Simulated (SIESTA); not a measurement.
The system is TiTe2.

```
Te Ti
1.0
     3.77700    0.00000    0.00000
    -1.88850    3.27098    0.00000
     0.00000    0.00000    6.49800
Te Ti
2 1
Cartesian
  0.0000 2.1807 4.7903
  1.8885 1.0903 1.7077
  0.0000 0.0000 0.0000
```

Base run:

* Program: SIESTA 5.4.2
* Functional: vdW-DF-C09
* Potentials or basis: PseudoDojo 0.4 standard (PBE files)
* Basis: DZP (energy shift 0.003 Ry; two zetas on semicore shells)
* Grid cutoff: 800 Ry
* Energy shift: 0.003 Ry
* k mesh: 8 × 8 × 4
* Occupations: fermi-dirac, width 0.05 eV
* Spin: no spin polarisation

Its results: band gap on the k mesh none (metal or under the smearing width); pressure -0.7 GPa; largest force 0.072 eV/Å.

Problem. After a change of settings the same cell gave: band gap on the k mesh none (metal or under the smearing width); pressure 2.1 GPa; largest force 0.127 eV/Å. Which change was it?
A. functional from vdW-DF-C09 to vdW-DF-cx
B. functional from vdW-DF-C09 to vdW-DF
C. functional from vdW-DF-C09 to optB88-vdW
D. functional from vdW-DF-C09 to vdW-DF2

Solution. C.

Caveats: the potentials were made for another functional, which shifts forces and pressure; spin-orbit coupling is left out, which moves the levels of the heavy elements; the basis of atomic orbitals isn't converged, which shifts pressures, moduli and gaps.

Runs at the PBE level aren't shown here.
